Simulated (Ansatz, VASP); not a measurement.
Ti in VASP and in Ansatz

```
Ti
1.0
    -1.67382    1.64100    1.64100
     1.64100   -1.67382    1.64100
     1.64100    1.64100   -1.67382
Ti
1
Direct
  0.00000 0.00000 0.00000
```

Change from the starting cell: equal xy, yz and zx shear strains of -2 %.

Alike in both runs: task single point; functional PBEsol; k mesh 14 × 14 × 14; occupations fermi-dirac, width 0.05 eV; no spin polarisation.

|  | VASP | Ansatz |
| --- | --- | --- |
| version | VASP 6.6.1 | Ansatz 0.2.0 |
| potentials or method | VASP PAW PBE potentials, release 64 (Ti_sv), cutoff 520 eV | all-electron LAPW, scalar-relativistic |

Ansatz gave:

* pressure (GPa): -6.7
* largest component of the traceless stress (GPa): 0.63

Q: What did VASP give for the same quantities?

A: Pressure (GPa): -6.8; largest component of the traceless stress (GPa): 0.62.

Ansatz ran all-electron here, so the differences hold the error of VASP's frozen core and of both bases.

Caveats: the PAW data sets were made with another functional, which shifts forces and pressure a little (VASP).
